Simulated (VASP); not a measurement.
A run of VASP 6.6.1:

Contents of Bi.cif:

```cif
data_Bi
_cell_length_a 3.96286106
_cell_length_b 3.96286106
_cell_length_c 3.96286106
_cell_angle_alpha 90.00000000
_cell_angle_beta 90.00000000
_cell_angle_gamma 90.00000000
_space_group_name_H-M_alt 'Im-3m'
_space_group_name_Hall '-I 4 2 3'
_space_group_IT_number 229
loop_
_space_group_symop_operation_xyz
'x,y,z'
'-x,-y,-z'
'-y,x,z'
'y,-x,-z'
'-x,-y,z'
'x,y,-z'
'y,-x,z'
'-y,x,-z'
'x,-y,-z'
'-x,y,z'
'-y,-x,-z'
'y,x,z'
'-x,y,-z'
'x,-y,z'
'y,x,-z'
'-y,-x,z'
'z,x,y'
'-z,-x,-y'
'z,-y,x'
'-z,y,-x'
'z,-x,-y'
'-z,x,y'
'z,y,-x'
'-z,-y,x'
'-z,x,-y'
'z,-x,y'
'-z,-y,-x'
'z,y,x'
'-z,-x,y'
'z,x,-y'
'-z,y,x'
'z,-y,-x'
'y,z,x'
'-y,-z,-x'
'x,z,-y'
'-x,-z,y'
'-y,z,-x'
'y,-z,x'
'-x,z,y'
'x,-z,-y'
'-y,-z,x'
'y,z,-x'
'-x,-z,-y'
'x,z,y'
'y,-z,-x'
'-y,z,x'
'x,-z,y'
'-x,z,-y'
'x+1/2,y+1/2,z+1/2'
'-x+1/2,-y+1/2,-z+1/2'
'-y+1/2,x+1/2,z+1/2'
'y+1/2,-x+1/2,-z+1/2'
'-x+1/2,-y+1/2,z+1/2'
'x+1/2,y+1/2,-z+1/2'
'y+1/2,-x+1/2,z+1/2'
'-y+1/2,x+1/2,-z+1/2'
'x+1/2,-y+1/2,-z+1/2'
'-x+1/2,y+1/2,z+1/2'
'-y+1/2,-x+1/2,-z+1/2'
'y+1/2,x+1/2,z+1/2'
'-x+1/2,y+1/2,-z+1/2'
'x+1/2,-y+1/2,z+1/2'
'y+1/2,x+1/2,-z+1/2'
'-y+1/2,-x+1/2,z+1/2'
'z+1/2,x+1/2,y+1/2'
'-z+1/2,-x+1/2,-y+1/2'
'z+1/2,-y+1/2,x+1/2'
'-z+1/2,y+1/2,-x+1/2'
'z+1/2,-x+1/2,-y+1/2'
'-z+1/2,x+1/2,y+1/2'
'z+1/2,y+1/2,-x+1/2'
'-z+1/2,-y+1/2,x+1/2'
'-z+1/2,x+1/2,-y+1/2'
'z+1/2,-x+1/2,y+1/2'
'-z+1/2,-y+1/2,-x+1/2'
'z+1/2,y+1/2,x+1/2'
'-z+1/2,-x+1/2,y+1/2'
'z+1/2,x+1/2,-y+1/2'
'-z+1/2,y+1/2,x+1/2'
'z+1/2,-y+1/2,-x+1/2'
'y+1/2,z+1/2,x+1/2'
'-y+1/2,-z+1/2,-x+1/2'
'x+1/2,z+1/2,-y+1/2'
'-x+1/2,-z+1/2,y+1/2'
'-y+1/2,z+1/2,-x+1/2'
'y+1/2,-z+1/2,x+1/2'
'-x+1/2,z+1/2,y+1/2'
'x+1/2,-z+1/2,-y+1/2'
'-y+1/2,-z+1/2,x+1/2'
'y+1/2,z+1/2,-x+1/2'
'-x+1/2,-z+1/2,-y+1/2'
'x+1/2,z+1/2,y+1/2'
'y+1/2,-z+1/2,-x+1/2'
'-y+1/2,z+1/2,x+1/2'
'x+1/2,-z+1/2,y+1/2'
'-x+1/2,z+1/2,-y+1/2'
loop_
_atom_site_label
_atom_site_type_symbol
_atom_site_symmetry_multiplicity
_atom_site_Wyckoff_symbol
_atom_site_fract_x
_atom_site_fract_y
_atom_site_fract_z
_atom_site_occupancy
Bi1 Bi 2 a 0.0000000000 0.0000000000 0.0000000000 1
```

POSCAR

```
Bi
 1.0000000000000000
     3.9628610599999998    0.0000000000000000    0.0000000000000000
     0.0000000000000000    3.9628610599999998    0.0000000000000000
     0.0000000000000000    0.0000000000000000    3.9628610599999998
 Bi 
   2
Cartesian
  0.0000000000000000  0.0000000000000000  0.0000000000000000
  1.9814305299999999  1.9814305299999999  1.9814305299999999
```

INCAR.step1

```
PREC = Accurate
ENCUT = 600
EDIFF = 1E-5
ISMEAR = 1
SIGMA = 0.1
LREAL = False
LASPH = True
NELM = 100
ALGO = Normal
ISIF = 2
LWAVE = True
LCHARG = False
ISPIN = 2
MAGMOM = 0.5 0.5
LORBIT = 11
NBANDS = 65
GGA = PE
```

Contents of INCAR.step2:

```
PREC = Accurate
ENCUT = 600
EDIFF = 1E-6
ISMEAR = 1
SIGMA = 0.1
LREAL = False
LASPH = True
NELM = 100
ALGO = Normal
ISIF = 2
LWAVE = False
LCHARG = False
ISPIN = 2
MAGMOM = 0.5 0.5
LORBIT = 11
METAGGA = MBJ
LOPTICS = True
NBANDS = 65
NEDOS = 2000
CSHIFT = 0.05
ISTART = 1
```

The input KPOINTS:

```
Automatic mesh
0
Gamma
  7 7 7
```

Potentials or basis: VASP PAW PBE potentials, release 64 (Bi_d_GW).

The run is started by

```console
$ ase convert -i cif -o vasp Bi.cif POSCAR
$ cat potpaw_PBE.64/Bi_d_GW/POTCAR > POTCAR
$ cp INCAR.step1 INCAR
$ mpirun -np 1 vasp_std > vasp.out
$ cp INCAR.step2 INCAR
$ mpirun -np 1 vasp_std > vasp.out
```

Hardware: 1 thread of Intel(R) Xeon(R) 6975P-C (Granite Rapids), on a shared host.

**Question.** How long does it take, and how much memory?

**Answer.** It took 2.5 min on 1 thread of Intel(R) Xeon(R) 6975P-C (Granite Rapids), with other jobs on the host, peak memory 0.4 GiB. Counts: scf iterations 17, k points 20.
